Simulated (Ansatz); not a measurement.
# CoSi2/Si/CoSi2: conductance against the thickness of the layer, part 6 of 6

How fast does the current through CoSi2/Si/CoSi2 fall with each added layer? Both electrodes are CoSi2 fluorite(111) turned by 180 degrees (type B); the barrier is Si diamond(111) (whole bilayers). In the first transport cell, after relaxation, the nearest pair of electrode and barrier is Si–Si at 2.39 Å, along the normal, at the lower face and Si–Si at 2.39 Å, along the normal, at the upper one. All share a net of side 3.829 Å, which strains the lower electrode by +1.0 % and the barrier by -1.0 %, against typed lattice constants near PBE's. The first steps treat the bulk electrodes alone.

Ansatz 0.2.0; PBE DFT, plane waves, PAW files (the session's first sound run).

So far, transmission at the Fermi level (a spin, zone mean): step 4 (the open system: T(E)) 0.147; step 5 (conductance on a fine mesh, atomic planes in the barrier 4, gap between the …) 0.290; step 6 (conductance on a fine mesh, 58 atoms) 0.129; step 7 (conductance on a fine mesh, atomic planes in the barrier 8, gap between the …) 0.0445. Also channels of the lower lead: step 4 1.27; step 6 1.35.

### 9. Conductance, atomic planes in the barrier 14, gap between the electrodes 24.61 Å

Level of this step: PBE DFT, plane waves, PAW files; ballistic transmission by layer matching between semi-infinite leads (Ansatz).

System of this step: CoSi2/Si/CoSi2. The cell holds 66 atoms: 18 Co and 48 Si. Its edges and angles: a = 3.829 Å, b = 3.829 Å, c = 89.294 Å, α = 90.0°, β = 90.0°, γ = 120.0°. Regions: left electrode, 26 atoms (9 Co and 17 Si); barrier, 14 atoms (14 Si); right electrode, 26 atoms (17 Si and 9 Co). Vacuum lies along c.

Barrier layers are added or taken out in the middle, and the relaxed faces stay.

input.yaml

```yaml
crystal:
  lattice:
    - [3.829, 0.0, 0.0]
    - [-1.9145, 3.3160112711, 0.0]
    - [0.0, 0.0, 89.2938319896]
  atoms:
    - { symbol: Co, position: [0.33333333, 0.66666667, 0.0783928727] }
    - { symbol: Si, position: [0.0, 0.0, 0.08680699] }
    - { symbol: Si, position: [0.33333333, 0.66666667, 0.1043661058] }
    - { symbol: Co, position: [0.0, 0.0, 0.1127802232] }
    - { symbol: Si, position: [0.66666667, 0.33333333, 0.1211943406] }
    - { symbol: Si, position: [0.0, 0.0, 0.1387534564] }
    - { symbol: Co, position: [0.66666667, 0.33333333, 0.1471675738] }
    - { symbol: Si, position: [0.33333333, 0.66666667, 0.1555816912] }
    - { symbol: Si, position: [0.66666667, 0.33333333, 0.173140807] }
    - { symbol: Co, position: [0.33333333, 0.66666667, 0.1815549243] }
    - { symbol: Si, position: [0.0, 0.0, 0.1899690417] }
    - { symbol: Si, position: [0.33333333, 0.66666667, 0.2075281575] }
    - { symbol: Co, position: [0.0, 0.0, 0.2159422749] }
    - { symbol: Si, position: [0.66666667, 0.33333333, 0.2243563923] }
    - { symbol: Si, position: [0.0, 0.0, 0.2419155081] }
    - { symbol: Co, position: [0.66666667, 0.33333333, 0.2503296255] }
    - { symbol: Si, position: [0.33333333, 0.66666667, 0.2587437428] }
    - { symbol: Si, position: [0.66666667, 0.33333333, 0.2763028586] }
    - { symbol: Co, position: [0.33333333, 0.66666667, 0.284716976] }
    - { symbol: Si, position: [0.0, 0.0, 0.2931310934] }
    - { symbol: Si, position: [0.33333333, 0.66666667, 0.3106902092] }
    - { symbol: Co, position: [0.0, 0.0, 0.3191043266] }
    - { symbol: Si, position: [0.66666667, 0.33333333, 0.327518444] }
    - { symbol: Si, position: [0.0, 0.0, 0.3450775598] }
    - { symbol: Co, position: [0.66666667, 0.33333333, 0.3534916771] }
    - { symbol: Si, position: [0.33333333, 0.66666667, 0.3622174842] }
    - { symbol: Si, position: [0.33333333, 0.66666667, 0.3889383894] }
    - { symbol: Si, position: [0.66666667, 0.33333333, 0.3978756029] }
    - { symbol: Si, position: [0.66666667, 0.33333333, 0.4244243791] }
    - { symbol: Si, position: [0.0, 0.0, 0.4334155774] }
    - { symbol: Si, position: [0.0, 0.0, 0.4599643592] }
    - { symbol: Si, position: [0.33333333, 0.66666667, 0.4689555576] }
    - { symbol: Si, position: [0.33333333, 0.66666667, 0.4955043394] }
    - { symbol: Si, position: [0.66666667, 0.33333333, 0.5044955377] }
    - { symbol: Si, position: [0.66666667, 0.33333333, 0.5310443195] }
    - { symbol: Si, position: [0.0, 0.0, 0.5400355178] }
    - { symbol: Si, position: [0.0, 0.0, 0.5665842996] }
    - { symbol: Si, position: [0.33333333, 0.66666667, 0.5755754979] }
    - { symbol: Si, position: [0.33333333, 0.66666667, 0.6021242797] }
    - { symbol: Si, position: [0.66666667, 0.33333333, 0.6110615147] }
    - { symbol: Si, position: [0.66666667, 0.33333333, 0.6377824341] }
    - { symbol: Co, position: [0.33333333, 0.66666667, 0.6465083229] }
    - { symbol: Si, position: [0.0, 0.0, 0.6549224402] }
    - { symbol: Si, position: [0.33333333, 0.66666667, 0.672481556] }
    - { symbol: Co, position: [0.0, 0.0, 0.6808956734] }
    - { symbol: Si, position: [0.66666667, 0.33333333, 0.6893097908] }
    - { symbol: Si, position: [0.0, 0.0, 0.7068689066] }
    - { symbol: Co, position: [0.66666667, 0.33333333, 0.715283024] }
    - { symbol: Si, position: [0.33333333, 0.66666667, 0.7236971414] }
    - { symbol: Si, position: [0.66666667, 0.33333333, 0.7412562572] }
    - { symbol: Co, position: [0.33333333, 0.66666667, 0.7496703745] }
    - { symbol: Si, position: [0.0, 0.0, 0.7580844919] }
    - { symbol: Si, position: [0.33333333, 0.66666667, 0.7756436077] }
    - { symbol: Co, position: [0.0, 0.0, 0.7840577251] }
    - { symbol: Si, position: [0.66666667, 0.33333333, 0.7924718425] }
    - { symbol: Si, position: [0.0, 0.0, 0.8100309583] }
    - { symbol: Co, position: [0.66666667, 0.33333333, 0.8184450757] }
    - { symbol: Si, position: [0.33333333, 0.66666667, 0.826859193] }
    - { symbol: Si, position: [0.66666667, 0.33333333, 0.8444183088] }
    - { symbol: Co, position: [0.33333333, 0.66666667, 0.8528324262] }
    - { symbol: Si, position: [0.0, 0.0, 0.8612465436] }
    - { symbol: Si, position: [0.33333333, 0.66666667, 0.8788056594] }
    - { symbol: Co, position: [0.0, 0.0, 0.8872197768] }
    - { symbol: Si, position: [0.66666667, 0.33333333, 0.8956338942] }
    - { symbol: Si, position: [0.0, 0.0, 0.91319301] }
    - { symbol: Co, position: [0.66666667, 0.33333333, 0.9216071273] }
kpoints:
  mp_grid: { grid: [8, 8, 1] }
scf:
  occupations: { method: fermi_dirac, width: 0.1 }
  max_iter: 150
hamiltonian:
  xc: pbe
output:
  transmission:
    kmesh: [24, 24]
    e_range: [-0.26, 0.27]
    de: 0.0375
    leads: [[11, 14], [52, 55]]
```

Launch:

```console
$ ansatz run input.yaml --threads 8 --pin off --max-ram 24576MiB --backend cpu --events-out ev --progress --plain --runs-dir out
```

Numbers of over 12 decimals in the logs are rounded to 6 here.

Output:

```text
[...]
Crystal: 66 atoms, lattice volume = 1133.764 Å³
Basis set: ecut = 420 eV, 22139 PW (Γ)
Bands: 315, of which v1, the nominal top of the filled ones, is band 249 counted from 1 (248 counted from 0)
Symmetry: 12 space group operations
[...]
k-points: 10 of 64
[...]
channels       : 1.348958e0 a spin
[...]
slowest decay  : 0.0408 /Å at (0.3333, 0.2083)
[...]
filled         : 12.8 meV over the level at which it is neutral
    channels       : 1.348958e0 a spin
[...]
slowest decay  : 0.0408 /Å at (0.3333, 0.2083)
  junction   : crystal 0 to crystal 1, 20.82 to 68.48 Å
    transmission   : 3.750495e-3 a spin
[...]
resistance     : 4.1408e-1 Ω µm² beyond half of each lead's own
[key lines of the parts left out:]
SCF converged after 12 iterations
Free energy (F): -122808.410952 eV
Fermi energy:    8.453638 eV
```

Elapsed: 3.2 min, on 8 threads of Arm Neoverse V2, shared host; peak memory 14 GiB.

One spin. Table of transmission, zone mean by energy, zero at the Fermi level:

```csv
energy (eV),"transmission, zone mean"
-0.260,0.0123
-0.223,0.00774
-0.185,0.00609
-0.147,0.00564
-0.110,0.00673
-0.072,0.00430
-0.035,0.00394
0.003,0.00375
0.040,0.00375
0.077,0.00379
0.115,0.00383
0.152,0.00429
0.190,0.00519
0.228,0.00455
0.265,0.00623
```

G = 2.4e12 S/m² (1/G = 0.415 Ω µm²), 0.45 times the step before of this kind. The largest error estimate is 12 %, from the mesh across the current. In the worse lead the potential repeats within 5.9 meV, which the program lets pass, though it still puts 5.5 % of error on the junction's conductance through them.

### 10. Comparing the runs

Times are for 8 threads of Arm Neoverse V2, shared host. The runs compared:

```csv
no.,gap between the electrodes (Å),junction conductance (S/m²),resistance-area product beyond the leads (Ω um²),time,memory (GiB)
1,8.74,1.73e14,0.004552,2.2 min,11
2,11.91,7.99e13,0.01128,2.5 min,11
3,15.09,2.82e13,0.03422,2.8 min,12
4,21.43,5.31e12,0.1872,3 min,14
5,24.61,2.41e12,0.4141,3.2 min,14
```

The runs together. Transmission, zone mean against energy, zero at the Fermi level:

```csv
energy (eV),8.74,11.91,15.09,21.43,24.61
-0.260,0.286,0.127,0.0499,0.0155,0.0123
-0.223,0.273,0.139,0.0481,0.0139,0.00774
-0.185,0.301,0.133,0.0563,0.0110,0.00609
-0.147,0.287,0.128,0.0456,0.0118,0.00564
-0.110,0.280,0.133,0.0475,0.0136,0.00673
-0.072,0.274,0.125,0.0450,0.00903,0.00430
-0.035,0.284,0.128,0.0448,0.00853,0.00394
0.003,0.290,0.129,0.0445,0.00853,0.00375
0.040,0.286,0.131,0.0470,0.00840,0.00375
0.077,0.274,0.130,0.0485,0.00863,0.00379
0.115,0.274,0.129,0.0497,0.00863,0.00383
0.152,0.290,0.141,0.0560,0.00981,0.00429
0.190,0.302,0.158,0.0657,0.0121,0.00519
0.228,0.276,0.133,0.0555,0.0101,0.00455
0.265,0.293,0.148,0.0657,0.0134,0.00623
```

### 11. Decay with thickness

This step: Fit of the logarithm of the conductance against the barrier's thickness, from PBE DFT, plane waves, PAW files (Ansatz 0.2.0).

No new run: the logarithm is fitted against the thickness.

This step gave:

* decay constant of the conductance: 0.27 Å⁻¹
* r.m.s. misfit of ln G: 0.06

From the end points alone, β = ln(1.73e+14 / 2.41e+12) / 15.87 Å = 4.27 / 15.87 Å = 0.27 Å⁻¹.

### 12. Results

```yaml
1_g_at_8p74_a_gap: 0.00579 Ω um²
1_g_at_24p6_a_gap: 0.415 Ω um²
decay_constant_beta: 0.27 Å⁻¹
```

What this shows: A fit of ln G against d gives β = 0.27 Å⁻¹, and step by step the slopes are 0.24, 0.33, 0.26 and 0.25 Å⁻¹. They differ by more than a fifth, so the fit is an average; how much of this is a real bend and how much error of the runs wasn't traced. At the Fermi level the layers of the barrier in the wide-window run (6 planes) hold from 0.14 to 0.17 states an eV and atom: none is empty there, through tails of the electrodes' states or through bands of its own. The program's largest error estimate on these conductances is 14 %, from the mesh across the current. No spin-orbit coupling, phonons, disorder or image charges enter; the interfaces are ordered, one cell wide and lattice-matched by strain. Semilocal gaps are too small, which can bring a band edge of the barrier nearer to the Fermi level than it is.

[Logs are printed without paths, hosts, clocks, repeated set-up lines and the standing remarks that a program may print on its own settings, such as how far it seeks lower states.]

[Hosts, paths, dates, database ids (printed as entryN), source tags and the programs' standing remarks are cut or masked in the printed files.]
